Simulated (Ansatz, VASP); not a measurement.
# Si: VASP beside Ansatz

POSCAR

```
Si
1.0
    3.8321295320      0.0000000000      0.0000000000
   -1.9160647660      3.3187215253      0.0000000000
    0.0000000000      0.0000000000      6.3412168948
Si
4
Direct
    0.3333333333      0.6666666667      0.0005609416
    0.6666666667      0.3333333333      0.5005609416
    0.3333333333      0.6666666667      0.3744390584
    0.6666666667      0.3333333333      0.8744390584
```

The input INCAR.step1:

```
ALGO = Normal
EDIFF = 1E-4
ENCUT = 520
GGA = PE
ISMEAR = 0
LASPH = True
LCHARG = False
LREAL = False
LWAVE = True
NBANDS = 16
NELM = 80
PREC = Accurate
SIGMA = 0.01
```

INCAR.step2

```
ALGO = Normal
EDIFF = 1E-6
ENCUT = 520
ISIF = 2
ISMEAR = 0
ISTART = 1
LASPH = True
LCHARG = False
LMIXTAU = True
LREAL = False
LWAVE = False
METAGGA = R2SCAN
NBANDS = 16
NELM = 80
PREC = Accurate
SIGMA = 0.01
```

File KPOINTS:

```
k-points
0
Gamma
  6 6 4
```

Input for Ansatz:

```yaml
crystal:
  lattice:
    - [3.832129532, 0.0, 0.0]
    - [-1.916064766, 3.3187215253, 0.0]
    - [0.0, 0.0, 6.3412168948]
  atoms:
    - { symbol: Si, position: [0.3333333333, 0.6666666667, 0.0005609416] }
    - { symbol: Si, position: [0.6666666667, 0.3333333333, 0.5005609416] }
    - { symbol: Si, position: [0.3333333333, 0.6666666667, 0.3744390584] }
    - { symbol: Si, position: [0.6666666667, 0.3333333333, 0.8744390584] }
kpoints:
  mp_grid: { grid: [6, 6, 4] }
hamiltonian:
  xc: r2scan
scf:
  occupations: { method: fixed }
output:
  optics:
    e_range: [0, 12]
    de: 0.05
    sigma: 0.1
    bands: { spectra_wanted_up_to: 12 }
```

Alike in both runs: task single point; functional r2SCAN; k mesh 6 × 6 × 4; no spin polarisation.

```csv
,VASP,Ansatz
version,VASP 6.6.1,Ansatz 0.2.0
potentials or method,"VASP PAW PBE potentials, release 64 (Si)","plane waves, PAW"
plane-wave cutoff (eV),520,500
occupations,"gaussian, width 0.01 eV",fixed
valence electrons in the cell,16,16
```

|  | VASP | Ansatz | Ansatz less VASP |
| --- | --- | --- | --- |
| gap on the k mesh at the Fermi level (eV) | 0.62 | 0.61 | -0.015 |

 A k mesh can miss the band edges. r2SCAN opens gaps a little over a GGA but as a rule still falls short of measured ones.
